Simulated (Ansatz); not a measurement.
## Two Ansatz runs on Te

The cell is the one relaxed in the Materials Project (mp-19), not relaxed further here; entries there can be hypothetical.

First run: DFT, PBE, all-electron LAPW, scalar-relativistic (Ansatz 0.2.0).

Command: `ansatz run input.yaml --threads 1 --pin off --max-ram 4096MiB --backend cpu --events-out ev --progress --plain --runs-dir out` The run took about 170 s on 1 thread of a shared machine.

```yaml
crystal:
  lattice:
    - [4.6013525159, 0.0, 0.0]
    - [-2.300676258, 3.9848881706, 0.0]
    - [0.0, 0.0, 5.900062001]
  atoms:
    - { symbol: Te, position: [0.25669717, 0.0, 0.3333333333] }
    - { symbol: Te, position: [0.0, 0.25669717, 0.6666666667] }
    - { symbol: Te, position: [0.74330283, 0.74330283, 0.0] }
kpoints:
  mp_grid: { grid: [9, 9, 6] }
  band_path:
    path:
      - [0.0, 0.0, 0.0]
      - [0.5, 0.0, 0.0]
      - [0.3333333333, 0.3333333333, 0.0]
      - [0.0, 0.0, 0.0]
      - [0.0, 0.0, 0.5]
      - [0.5, 0.0, 0.5]
      - [0.3333333333, 0.3333333333, 0.5]
      - [0.0, 0.0, 0.5]
      - [0.5, 0.0, 0.5]
    npoints: 8
scf:
  occupations: { method: fermi_dirac, width: 0.05 }
hamiltonian:
  xc: pbe
  pseudopotentials: { kind: all_electron, lapw: { basis_error: 0.001 } }
output:
  forces: true
  stress: true
  eigenvalues: true
  fatbands: true
  populations: true
  dos: { projected: true, de: 0.2, e_range: [-14, 8] }
```

Result: converged; pressure 0.55 GPa; largest force 0.202 eV/Å; gap on the k mesh 0.38 eV (the mesh can miss the band edges); 8 SCF iterations.

No spin–orbit coupling, which matters for the heavy atoms here.

A second run of a changed input logged this at its end:

```
   |
26 |   max_iter: 50
27 | hamiltonian:
28 |   xc: scan0x
   |       ^ hamiltonian.xc: unknown variant `scan0x`, expected one of `lda`, `lda-pw`, `pw92`, `pbe`, `pbesol`, `rpbe`, `revpbe`, `blyp`, `pbe0`, `revpbe0`, `b3lyp`, `b3lyp5`, `hse06`, `wpbeh`, `hiss`, `lc_wpbe`, `cam_b3lyp`, `hf`, `r2scan`, `r2scanh`, `r2scan0`, `r2scan50`, `mr2scan`
29 |   pseudopotentials: { kind: all_electron, lapw: { basis_error: 0.001 } …
30 | output:
   |
```

Question: What was wrong with the input?

Answer: An unknown functional, by this change (others could give a like log):
```diff
@@ -24,6 +24,7 @@
 scf:
   occupations: { method: fermi_dirac, width: 0.05 }
+  max_iter: 50
 hamiltonian:
-  xc: pbe
+  xc: scan0x
   pseudopotentials: { kind: all_electron, lapw: { basis_error: 0.001 } }
 output:
@@ -31,6 +32,4 @@
   stress: true
   eigenvalues: true
-  fatbands: true
   populations: true
-  dos: { projected: true, de: 0.2, e_range: [-14, 8] }
```
